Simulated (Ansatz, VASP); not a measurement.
Ag: VASP beside Ansatz

File INCAR:

```
PREC = Accurate
ENCUT = 600
EDIFF = 1E-6
ISMEAR = -1
SIGMA = 0.05
LREAL = False
LASPH = True
NELM = 100
ALGO = Fast
ISIF = 3
LWAVE = False
LCHARG = False
GGA = PE
IBRION = 2
NSW = 40
EDIFFG = -0.005
```

KPOINTS

```
Automatic mesh
0
Gamma
  11 11 11
```

The input POSCAR:

```
Ag
1.0
   -1.6556540000      1.6556540000      1.6556540000
    1.6556540000     -1.6556540000      1.6556540000
    1.6556540000      1.6556540000     -1.6556540000
Ag
1
Direct
    0.0000000000      0.0000000000      0.0000000000
```

input.yaml

```yaml
crystal:
  lattice:
    - [-1.655654, 1.655654, 1.655654]
    - [1.655654, -1.655654, 1.655654]
    - [1.655654, 1.655654, -1.655654]
  atoms:
    - { symbol: Ag, position: [0.0, 0.0, 0.0] }
hamiltonian:
  xc: pbe
  pseudopotentials: { kind: paw }
kpoints:
  mp_grid: { grid: [11, 11, 11] }
scf:
  occupations: { method: fermi_dirac, width: 0.05 }
output:
  forces: true
  stress: true
  eigenvalues: true
relax:
  f_tol: 0.01
  max_steps: 40
  cell: { stress_tol: 0.05 }
```

This isn't the form of Ag at room conditions, which is fcc.

Alike in both runs: task relaxation of cell and atoms; functional PBE; k mesh 11 × 11 × 11; occupations fermi-dirac, width 0.05 eV; no spin polarisation.

```csv
,VASP,Ansatz
version,VASP 6.6.1,Ansatz 0.2.0
potentials or method,"VASP PAW PBE potentials, release 64 (Ag_GW)",Ansatz PAW
plane-wave cutoff (eV),600,420
valence electrons in the cell,11,19
```

Ansatz gave:

* gap on the k mesh at the Fermi level, each at its own relaxed structure (eV): none
* relaxed volume (Å³/atom): 17.99
* relaxed cell length with the largest relative difference (Å): 2.859

**Question.** What did VASP give for the same quantities?

**Answer.** gap on the k mesh at the Fermi level, each at its own relaxed structure (eV): none; relaxed volume (Å³/atom): 17.95; relaxed cell length with the largest relative difference (Å): 2.857.

A gap of «none» marks a metal or a gap that the smearing closes. The two sets of potentials don't hold the same shells in valence.

Caveats: the plane-wave basis is chosen anew once the cell has moved, so the energies of steps on either side of that aren't comparable (Ansatz).
